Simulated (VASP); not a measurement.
Crystal: ZrN.

```
Zr N
1.0
     0.00000    2.28000    2.28000
     2.28000    0.00000    2.28000
     2.28000    2.28000    0.00000
Zr N
1 1
Direct
  0.00000 0.00000 0.00000
  0.50000 0.50000 0.50000
```

The cell was built by a generator and needn't be a form met in nature.

- Program: VASP 6.6.1
- Task: relaxation of cell and atoms
- Functional: PBE
- Potentials or basis: VASP PAW PBE potentials, release 64 (Zr_sv, N)
- Cutoff: 600 eV
- k mesh: 16 × 16 × 16
- Occupations: methfessel-paxton, width 0.1 eV
- Spin: no spin polarisation

At the start: pressure 6.1 GPa; volume 11.85 Å³/atom.

Problem. Where does the relaxation end?

Solution. Over 4 steps the energy falls by 5.2 meV/atom and the volume is 12.13 Å³/atom (+2.3 %); space group Fm-3m (No. 225, to 0.05 Å).

The path:
```csv
step,energy change (eV),largest force (eV/Å),pressure (GPa),volume (Å³)
1,0.0000,0.0000,6.11,23.70
2,0.0209,0.0000,-9.51,25.29
3,-0.0104,0.0000,-0.16,24.27
4,-0.0104,0.0000,0.04,24.26
```

Final structure:
```cif
data_structure
_symmetry_space_group_name_H-M 'P 1'
_symmetry_Int_Tables_number 1
_cell_length_a 3.2493
_cell_length_b 3.2493
_cell_length_c 3.2493
_cell_angle_alpha 60.000
_cell_angle_beta 60.000
_cell_angle_gamma 60.000
_cell_volume 24.26
loop_
_atom_site_label
_atom_site_type_symbol
_atom_site_fract_x
_atom_site_fract_y
_atom_site_fract_z
_atom_site_occupancy
Zr1 Zr 0.00000 0.00000 0.00000 1
N1 N 0.50000 0.50000 0.50000 1
```
